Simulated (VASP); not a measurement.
# Co (P-3m1) in VASP: a series of runs

Runs on Co. Level: LDA. Tasks: single point.

Everything below comes from runs of VASP 6.6.1. Logs are shortened: lines on timing, memory, paths and dates and some standing lists are left out, and cuts for length are marked.

## (1) The crystal as given

Symmetry: P-3m1, No. 164, trigonal system. Conventional cell: a = 2.487 Å, b = 2.487 Å, c = 4.063 Å, α = 90.00°, β = 90.00°, γ = 120.00°. Co (site symmetry 3m) is surrounded by 12 Co at 2.42 to 2.55 Å.

This isn't the form of Co at room conditions, which is hcp.

## (2) Single point, LDA, collinear spin, ferromagnetic start

File INCAR:

```
SYSTEM = Co
ADDGRID = .FALSE.
ALGO = Normal
EDIFF = 1E-6
ENCUT = 400
GGA = CA
ISIF = 2
ISMEAR = -1
ISPIN = 2
LASPH = .TRUE.
LCHARG = .FALSE.
LMAXMIX = 4
LORBIT = 11
LREAL = .FALSE.
LWAVE = .FALSE.
MAGMOM = 2 2
NBANDS = 20
NELM = 100
PREC = Accurate
SIGMA = 0.1
```

File KPOINTS:

```
k-points
0
G
  3 3 2
  0 0 0
```

File POSCAR:

```
Co
1.0
    2.4873648738      0.0000000000      0.0000000000
   -1.2436824369      2.1541211692      0.0000000000
    0.0000000000      0.0000000000      4.0632895034
Co
2
Direct
    0.3275520000      0.6759820000      0.7288160000
    0.6891290000      0.3188900000      0.2643300000
```

Potentials or basis: VASP PAW LDA potentials, release 64 (Co).

Run with:

```console
cat potpaw_LDA.64/Co/POTCAR > POTCAR
mpirun -np 1 vasp_std > vasp.out
```

OUTCAR:

```text
SYSTEM = Co
   EDIFF = 1E-6
   ENCUT = 400
   GGA = CA
   ISIF = 2
   ISMEAR = -1
   ISPIN = 2
   LASPH = .TRUE.
   LORBIT = 11
   LREAL = .FALSE.
   NELM = 100
   PREC = Accurate

 Found     10 irreducible k-points:

 Following reciprocal coordinates:
            Coordinates               Weight
  0.000000  0.000000  0.000000      1.000000
  0.333333  0.000000  0.000000      2.000000
  0.000000  0.333333  0.000000      2.000000
 -0.333333  0.333333  0.000000      2.000000
  0.333333  0.333333  0.000000      2.000000
  0.000000  0.000000  0.500000      1.000000
   k-points           NKPTS =     10   k-points in BZ     NKDIM =     10   number of bands    NBANDS=     20
   number of dos      NEDOS =    301   number of ions     NIONS =      2
   total plane-waves  NPLWV =   7168
   dimension x,y,z NGX =    16 NGY =   16 NGZ =   28
   dimension x,y,z NGXF=    32 NGYF=   32 NGZF=   56
   ions per type =               2
   NGX,Y,Z   is equivalent  to a cutoff of  10.69, 10.69, 11.46 a.u.
   NGXF,Y,Z  is equivalent  to a cutoff of  21.39, 21.39, 22.91 a.u.
 SYSTEM =  Co
   PREC   = accura    normal or accurate (medium, high low for compatibility)
   ISTART =      0    job   : 0-new  1-cont  2-samecut
   ICHARG =      2    charge: 1-file 2-atom 10-const
   ISPIN  =      2    spin polarized calculation?
   LNONCOLLINEAR =      F non collinear calculations
   LSORBIT =      F    spin-orbit coupling
   LASPH  =      T    aspherical Exc in radial PAW
   ENCUT  =  400.0 eV  29.40 Ry    5.42 a.u.   4.06  4.06  6.63*2*pi/ulx,y,z
   NELM   =    100;   NELMIN=  2; NELMDL= -5     # of ELM steps
   EDIFF  = 0.1E-05   stopping-criterion for ELM
   LREAL  =      F    real-space projection
   EDIFFG = 0.1E-04   stopping-criterion for IOM
   NSW    =      0    number of steps for IOM
   IBRION =     -1    ionic relax: 0-MD 1-quasi-New 2-CG
   NFREE  =      0    steps in history (QN), initial steepest desc. (CG)
   ISIF   =      2    stress and relaxation
   ISYM   =      2    0-nonsym 1-usesym 2-fastsym
   POTIM  = 0.5000    time-step for ionic-motion
   TEBEG  =    0.0;   TEEND  =   0.0 temperature during run
   PSTRESS=    0.0 pullay stress
   NELECT =      18.0000    total number of electrons
   NUPDOWN=      -1.0000    fix difference up-down
   EMIN   =  10.00;   EMAX   =-10.00  energy-range for DOS
   EFERMI =   0.00;   METHOD = LEGACY
   ISMEAR =    -1;   SIGMA  =   0.10  broadening in eV -4-tet -1-fermi 0-gaus
   EFERMI_NEDOS =   21; number of points for ismear=-14 and -15
   IALGO  =     38    algorithm
   IMIX   =      4    mixing-type and parameters
     AMIX     =   0.40;   BMIX     =  1.00
     AMIX_MAG =   1.60;   BMIX_MAG =  1.00
  volume/ion in A,a.u.               =      10.89        73.46
  Fermi-wavevector in a.u.,A,eV,Ry     =   1.536514  2.903591 32.121660  2.360875
  Thomas-Fermi vector in A             =   2.643152
   LORBIT       =     11    0 simple, 1 ext, 2 COOP (PROOUT), +10 PAW based schemes
   GGA     = CA    functional components
   LHFCALC =     F    Hartree Fock is set to
   AEXX    =    0.0000 exact exchange contribution
   IVDW    =     0    specifies the selected vdW correction
   LEPSILON=     F    determine dielectric tensor
   LRPA    =     F    only Hartree local field effects (RPA)
 spin polarized calculation
  energy-cutoff  :      400.00
  volume of cell :       21.77
 maximum number of plane-waves:       398
   NGX =  9   NGY =  9   NGZ = 13

 number of electron      18.0000003 magnetization       3.5633260

 Free energy of the ion-electron system (eV)
  ---------------------------------------------------
  ext. energy  EPLUGINS =         0.00000000
  ---------------------------------------------------
  free energy    TOTEN  =       -15.85180228 eV

  energy without entropy =      -15.77573184  energy(sigma->0) =      -15.81376706

 E-fermi :   9.7985     XC(G=0): -13.7160

 val. band max:        9.7517097094   @ k =   0.0000   0.0000   0.0000
 cond. band min:       9.8920813983   @ k =   0.0000   0.0000   0.0000
 fundamental gap:      0.1403716889
 Fermi energy:         9.7984857742

 spin component 1

 k-point     1 :       0.0000    0.0000    0.0000
  band No.  band energies     occupation
      1       0.9341      1.00000
      2       4.6567      1.00000
      3       7.1002      1.00000
      4       7.1216      1.00000
      5       7.2034      1.00000
      6       7.4522      1.00000
      7       7.4711      1.00000
      8       7.8575      1.00000
      9       8.1503      1.00000
     10       8.8827      0.99989
     11       9.2319      0.99655
     12       9.7517      0.61485
     13      15.8797      0.00000
     14      31.8420      0.00000
     15      34.2383      0.00000
     16      34.4512      0.00000
     17      34.7867      0.00000
     18      35.1640      0.00000
     19      35.9711      0.00000
     20      36.1420      0.00000

 k-point     2 :       0.3333    0.0000    0.0000
  band No.  band energies     occupation
      1       4.0997      1.00000
      2       5.3948      1.00000
      3       5.8421      1.00000
      4       6.6676      1.00000
      5       7.2327      1.00000
      6       7.2855      1.00000
      7       7.4454      1.00000
      8       8.5569      1.00000
      9       8.7529      0.99997
     10       8.8771      0.99990
     11       9.2006      0.99747
     12      16.1819      0.00000
     13      16.6022      0.00000
     14      19.5680      0.00000
     15      26.2486      0.00000
     16      26.7490      0.00000
     17      27.7235      0.00000
     18      32.2228      0.00000
     19      33.4887      0.00000
     20      36.3587      0.00000

 k-point     3 :       0.0000    0.3333    0.0000
  band No.  band energies     occupation
      1       4.0971      1.00000
      2       5.3911      1.00000
      3       5.8309      1.00000
      4       6.6742      1.00000
      5       7.2294      1.00000
      6       7.2921      1.00000
      7       7.4616      1.00000
      8       8.5576      1.00000
      9       8.7524      0.99997
     10       8.8732      0.99990
     11       9.2026      0.99742
     12      16.1692      0.00000
     13      16.6044      0.00000
     14      19.5614      0.00000
     15      26.2555      0.00000
     16      26.7542      0.00000
     17      27.7299      0.00000
     18      32.2145      0.00000
     19      33.4863      0.00000
     20      36.3790      0.00000

 k-point     4 :      -0.3333    0.3333    0.0000
  band No.  band energies     occupation
      1       4.0440      1.00000
      2       5.2847      1.00000
      3       5.6412      1.00000
      4       6.7840      1.00000
      5       7.1799      1.00000
      6       7.4261      1.00000
      7       7.7372      1.00000
      8       8.5592      1.00000
      9       8.7672      0.99997
     10       8.7794      0.99996
     11       9.3330      0.99058
     12      15.9182      0.00000
     13      16.6460      0.00000
     14      19.4220      0.00000
     15      26.1971      0.00000
     16      26.8389      0.00000
     17      27.8622      0.00000
     18      32.5549      0.00000
     19      33.3556      0.00000
     20      36.2493      0.00000

 k-point     5 :       0.3333    0.3333    0.0000
  band No.  band energies     occupation
      1       5.4696      1.00000
      2       5.8761      1.00000
      3       5.8848      1.00000
      4       6.2197      1.00000
      5       6.9131      1.00000
      6       7.0746      1.00000
      7       7.8447      1.00000
      8       8.8536      0.99992
      9       8.9375      0.99982
     10       9.0113      0.99962
     11      14.3652      0.00000
     12      15.0813      0.00000
     13      15.2585      0.00000
     14      22.0898      0.00000
     15      22.5388      0.00000
     16      22.9458      0.00000
     17      24.7776      0.00000
     18      25.3903      0.00000
     19      26.0077      0.00000
     20      43.3563      0.00000

 k-point     6 :       0.0000    0.0000    0.5000
  band No.  band energies     occupation
      1       2.9341      1.00000
      2       3.3399      1.00000
      3       6.5660      1.00000
      4       7.0734      1.00000
      5       7.0735      1.00000
      6       7.1077      1.00000
      7       7.1937      1.00000
      8       7.3070      1.00000
      9       8.4561      1.00000
     10       8.6251      0.99999
     11       8.8611      0.99992
     12       8.9000      0.99987
     13      23.4850      0.00000
     14      25.5795      0.00000
     15      32.4345      0.00000
     16      32.8399      0.00000
     17      35.9905      0.00000
     18      36.0074      0.00000
     19      36.2245      0.00000
     20      36.2265      0.00000

 [... further k-points ...]

 spin component 2

 k-point     1 :       0.0000    0.0000    0.0000
  band No.  band energies     occupation
      1       1.2036      1.00000
      2       5.6833      1.00000
      3       8.6225      0.99999
      4       8.7818      0.99996
      5       8.8789      0.99990
      6       9.0918      0.99915
      7       9.1205      0.99886
      8       9.5798      0.89910
      9       9.8921      0.28172
     10      10.0412      0.08114
     11      10.6557      0.00019
     12      11.0011      0.00001
     13      16.9537      0.00000
     14      31.9764      0.00000
     15      34.7235      0.00000
     16      34.7408      0.00000
     17      35.3116      0.00000
     18      35.3420      0.00000
     19      36.5164      0.00000
     20      36.6208      0.00000

 k-point     2 :       0.3333    0.0000    0.0000
  band No.  band energies     occupation
      1       4.5551      1.00000
      2       6.7159      1.00000
      3       7.0616      1.00000
      4       7.8949      1.00000
      5       8.6968      0.99998
      6       8.8120      0.99995
      7       9.0305      0.99954
      8      10.3686      0.00333
      9      10.5036      0.00087
     10      10.6025      0.00032
     11      11.0050      0.00001
     12      16.9855      0.00000
     13      17.4209      0.00000
     14      20.3108      0.00000
     15      26.6832      0.00000
     16      27.2677      0.00000
     17      28.3620      0.00000
     18      32.7679      0.00000
     19      33.7188      0.00000
     20      36.9047      0.00000

 k-point     3 :       0.0000    0.3333    0.0000
  band No.  band energies     occupation
      1       4.5532      1.00000
      2       6.7120      1.00000
      3       7.0494      1.00000
      4       7.9002      1.00000
      5       8.7079      0.99998
      6       8.8095      0.99995
      7       9.0457      0.99946
      8      10.3677      0.00336
      9      10.5000      0.00090
     10      10.6032      0.00032
     11      11.0055      0.00001
     12      16.9704      0.00000
     13      17.4221      0.00000
     14      20.3051      0.00000
     15      26.6903      0.00000
     16      27.2737      0.00000
     17      28.3694      0.00000
     18      32.7612      0.00000
     19      33.7139      0.00000
     20      36.9257      0.00000

 k-point     4 :      -0.3333    0.3333    0.0000
  band No.  band energies     occupation
      1       4.5145      1.00000
      2       6.5996      1.00000
      3       6.8553      1.00000
      4       7.9785      1.00000
      5       8.7441      0.99997
      6       8.9401      0.99981
      7       9.3275      0.99107
      8      10.3740      0.00316
      9      10.4057      0.00230
     10      10.6063      0.00031
     11      11.1172      0.00000
     12      16.6714      0.00000
     13      17.4437      0.00000
     14      20.1816      0.00000
     15      26.6262      0.00000
     16      27.3761      0.00000
     17      28.5198      0.00000
     18      33.0495      0.00000
     19      33.6264      0.00000
     20      36.8037      0.00000

 k-point     5 :       0.3333    0.3333    0.0000
  band No.  band energies     occupation
      1       6.7574      1.00000
      2       7.0460      1.00000
      3       7.0609      1.00000
      4       7.3888      1.00000
      5       8.3606      1.00000
      6       8.5517      1.00000
      7       9.4770      0.96140
      8      10.6317      0.00024
      9      10.7069      0.00011
     10      10.8039      0.00004
     11      15.3134      0.00000
     12      15.9780      0.00000
     13      16.1370      0.00000
     14      22.7072      0.00000
     15      23.1373      0.00000
     16      23.5649      0.00000
     17      25.3748      0.00000
     18      25.9868      0.00000
     19      26.6030      0.00000
     20      43.6890      0.00000

 k-point     6 :       0.0000    0.0000    0.5000
  band No.  band energies     occupation
      1       3.2739      1.00000
      2       3.6777      1.00000
      3       7.8577      1.00000
      4       8.6043      0.99999
      5       8.7451      0.99997
      6       8.7798      0.99996
      7       8.8078      0.99995
      8       8.8325      0.99994
      9      10.2316      0.01299
     10      10.4396      0.00164
     11      10.6291      0.00025
     12      10.6308      0.00024
     13      24.0470      0.00000
     14      26.2649      0.00000
     15      32.5673      0.00000
     16      32.9668      0.00000
     17      36.3921      0.00000
     18      36.4176      0.00000
     19      36.6310      0.00000
     20      36.6505      0.00000

 [... further k-points ...]

------------------------ aborting loop because EDIFF is reached ----------------------------------------

  FORCE on cell =-STRESS in cart. coord.  units (eV):
  Direction    XX          YY          ZZ          XY          YZ          ZX
  --------------------------------------------------------------------------------------
  -------------------------------------------------------------------------------------
  Total       -1.1845312     -0.8934435     -2.3099903      0.2793244     -0.1179569      0.2361130
  in kB      -87.1705306    -65.7491748   -169.9939068     20.5556939     -8.6805350     17.3757305
  external PRESSURE =    -107.6378708 kB  Pullay stress =       0.0000000 kB

 VOLUME and BASIS-vectors are now :
 -----------------------------------------------------------------------------
  energy-cutoff  :      400.00
  volume of cell :       21.77
      direct lattice vectors                 reciprocal lattice vectors
     2.487364874  0.000000000  0.000000000     0.402031889  0.232113220  0.000000000
    -1.243682437  2.154121169  0.000000000     0.000000000  0.464226439  0.000000000
     0.000000000  0.000000000  4.063289503     0.000000000  0.000000000  0.246106018

 POSITION                                       TOTAL-FORCE (eV/Angst)
 -----------------------------------------------------------------------------------
     -0.02597      1.45615      2.96139         0.268781     -0.135638      0.539524
      1.31752      0.68693      1.07405        -0.268781      0.135638     -0.539524
 -----------------------------------------------------------------------------------
    total drift:                                0.000026     -0.000032      0.000071

  FREE ENERGIE OF THE ION-ELECTRON SYSTEM (eV)
  ---------------------------------------------------
  free  energy   TOTEN  =       -15.8518022815 eV

  energy  without entropy=      -15.7757318366  energy(sigma->0) =      -15.81376706

 total charge

# of ion       s       p       d       tot
------------------------------------------
    1        0.504   0.554   7.228   8.287
    2        0.504   0.554   7.228   8.287
--------------------------------------------------
tot          1.009   1.109  14.456  16.574

 magnetization (x)

# of ion       s       p       d       tot
------------------------------------------
    1       -0.003  -0.017   1.790   1.770
    2       -0.003  -0.017   1.790   1.770
--------------------------------------------------
tot         -0.007  -0.034   3.580   3.539
```

Run time: 7 s. Hardware: 1 thread of Intel Xeon Platinum 8488C (Sapphire Rapids), shared host; peak memory 0.12 GiB.

These settings aren't checked as converged: the numbers below hold their error.

What came out:

```
Free energy                                           : -15.8518 eV
Pressure                                              : -10.8 GPa
Largest force                                         : 0.618 eV/Å
Band gap on the k mesh                                : none (metal or under the smearing width)
Net moment                                            : 3.56 μB per cell
Site moments                                          : Co +1.77 μB
Valence electrons inside the program's atomic spheres : Co 8.29
```

Caveat: the k mesh is coarse (spacing up to 0.97 Å⁻¹), so the values aren't converged.

## (3) Single point, LDA, collinear spin, ferromagnetic start

INCAR, as its differences from that of step 2:

```diff
@@ -4,3 +4,3 @@
 EDIFF = 1E-6
-ENCUT = 400
+ENCUT = 460
 GGA = CA
```

KPOINTS is that of step 2.

File POSCAR:

```
Co
1.0
    2.4873648738      0.0000000000      0.0000000000
   -1.2436824369      2.1541211692      0.0000000000
    0.0000000000      0.0000000000      4.0632895034
Co
2
Direct
    0.3333333333      0.6666666667      0.7401390000
    0.6666666667      0.3333333333      0.2598610000
```

Potentials or basis: VASP PAW LDA potentials, release 64 (Co).

Run with:

```console
cat potpaw_LDA.64/Co/POTCAR > POTCAR
mpirun -np 1 vasp_std > vasp.out
```

It took 7 s on 1 thread of Intel Xeon Platinum 8488C (Sapphire Rapids), shared host; peak memory 0.12 GiB.

These settings aren't checked as converged: the numbers below hold their error.

Results:

| Item | Value |
| --- | --- |
| Free energy | -15.8878 eV |
| Pressure | -14.2 GPa |
| Largest force | 0.215 eV/Å |
| Band gap on the k mesh | none (metal or under the smearing width) |
| Net moment | 3.32 μB per cell |
| Site moments | Co +1.66 μB |
| Valence electrons inside the program's atomic spheres | Co 8.28 |

Caveat: the k mesh is coarse (spacing up to 0.97 Å⁻¹), so the values aren't converged.

## (4) Single point, LDA, collinear spin, ferromagnetic start

INCAR is that of step 3.

KPOINTS is that of step 3.

File POSCAR:

```
Co
1.0
    2.4873648738      0.0000000000      0.0000000000
   -1.2436824369      2.1541211692      0.0000000000
    0.0000000000      0.0000000000      4.0632895034
Co
2
Direct
    0.3275520000      0.6759820000      0.7288160000
    0.6891290000      0.3188900000      0.2643300000
```

Run with:

```console
cat potpaw_LDA.64/Co/POTCAR > POTCAR
mpirun -np 1 vasp_std > vasp.out
```

It used 4.9 s of CPU time on 1 thread of Intel(R) Xeon(R) Platinum 8488C (Sapphire Rapids), on a shared host, which was overloaded at the time.

The run converged, but some of its settings lie outside the range that counts as converged, so its numbers aren't taken as properties of the crystal.

What came out:

| Property | Result |
| --- | --- |
| Free energy | -15.8485 eV |
| Pressure | -10.4 GPa |
| Largest force | 0.620 eV/Å |
| Band gap on the k mesh | none (metal or under the smearing width) |
| Net moment | 3.56 μB per cell |
| Site moments | Co +1.77 μB |
| Valence electrons inside the program's atomic spheres | Co 8.29 |

Caveat: the k mesh is coarse (spacing up to 0.97 Å⁻¹), so the values aren't converged.
